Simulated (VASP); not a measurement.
## As: relaxation of cell and atoms with revPBE+D3(BJ)

As, a sheet with vacuum:

```
CELL_PARAMETERS angstrom
3.60000 0.00000 0.00000
-1.80000 3.11769 0.00000
0.00000 0.00000 17.40000
ATOMIC_POSITIONS crystal
As 0.33333 0.66667 0.45977
As 0.66667 0.33333 0.54023
```

The cell was built by a generator and needn't be a form met in nature.

| Item | Value |
| --- | --- |
| Program | VASP 6.6.1 |
| Task | relaxation of cell and atoms |
| Functional | revPBE |
| Dispersion | D3(BJ) |
| Potentials or basis | VASP PAW PBE potentials, release 64 (As) |
| Cutoff | 600 eV |
| k mesh | 12 × 12 × 1 |
| Occupations | gaussian, width 0.03 eV |
| Spin | no spin polarisation |
| Dipole correction | no |
| Further INCAR settings | ALGO = Fast; EDIFF = 1e-07; IBRION = 2; EDIFFG = -0.005; NSW = 40; ISIF = 3 |

```json
{"Relaxed volume": "95.86 Å³/atom", "Relaxed cell": "a = 3.567 Å, b = 3.567 Å, c = 17.400 Å, α = 90.00°, β = 90.00°, γ = 120.00°", "Space group after relaxing (to 0.05 Å)": "P-3m1 (No. 164)", "Energy gained by relaxing": "1.9 meV/atom", "Ionic steps": "5", "Band gap on the k mesh": "1.54 eV, indirect (least direct gap 2.09 eV)", "Dispersion energy per atom": "-0.433 eV"}
```

Step by step:
```
step  energy change (eV)  largest force (eV/Å)  pressure (GPa)  volume (Å³)
   1              0.0000                0.0132           -0.21       195.29
   2             -0.0032                0.1224            0.09       191.57
   3             -0.0033                0.1062            0.04       192.10
   4             -0.0038                0.0134           -0.01       191.66
   5             -0.0038                0.0013            0.00       191.71
```

Final structure:
```xyz
2
Lattice="3.5669 0.0000 0.0000 -1.7834 3.0890 0.0000 0.0000 0.0000 17.4000" Properties=species:S:1:pos:R:3 pbc="T T T"
As    0.0000    2.0593    7.9950
As    1.7834    1.0297    9.4050
```

Levels at points of the mesh, in eV from the valence-band top:
```tsv
k point	band 1	band 2	band 3	band 4	band 5	band 6	band 7	band 8	band 9
(0.00, 0.00, 0.00)	-13.69	-7.35	-0.77	0.00	0.00	2.09	3.49	3.49	4.64
(0.50, 0.00, 0.00)	-11.18	-9.22	-3.59	-1.94	-1.76	1.94	2.98	4.44	6.16
```

Run time: 2.1 min on 2 MPI ranks on AMD EPYC 7R13 Processor (Zen 3), with other jobs on the host, peak memory 0.35 GiB a rank.

Caveat: the PAW data sets were made with another functional, which shifts forces and pressure a little. A hybrid or GW would open this gap; revPBE tends to underestimate it.
